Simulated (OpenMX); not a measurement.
HgSe:

```
Hg Se
1.0
     0.00000    3.03900    3.03900
     3.03900    0.00000    3.03900
     3.03900    3.03900    0.00000
Hg Se
1 1
Cartesian
  0.0000 0.0000 0.0000
  4.5585 4.5585 4.5585
```

| Quantity | Value |
| --- | --- |
| Program | OpenMX 3.8.5 |
| Task | single point |
| Functional | PBE |
| Potentials or basis | OpenMX 2013 PBE set, Hg8.0-s3p2d2f1, Se7.0-s3p2d2, grid cutoff 500 Ry |
| k mesh | 9 × 9 × 9 |
| Occupations | fermi-dirac, width 0.05 eV |
| Spin | no spin polarisation |

On this cell: pressure 6.0 GPa; largest force zero by symmetry; band gap on the k mesh none (metal or under the smearing width).

The same run follows on a disturbed copy (atoms moved at random, drawn with an rms of 0.05 Å):

```
Hg Se
1.0
     0.00000    3.03900    3.03900
     3.03900    0.00000    3.03900
     3.03900    3.03900    0.00000
Hg Se
1 1
Direct
  0.00528 0.99175 0.01093
  0.75446 0.73484 0.76053
```

Q: What changes?

A: The energy (extrapolated to zero smearing) moves by +1.0 meV/atom; pressure 6.0 GPa; largest force 0.142 eV/Å; band gap on the k mesh none (metal or under the smearing width).

Forces on the atoms (eV/Å):
```
Hg  -0.094  0.001 -0.106
Se   0.096 -0.001  0.102
```

Caveats: the basis of atomic orbitals isn't converged, which shifts pressures, moduli and gaps.
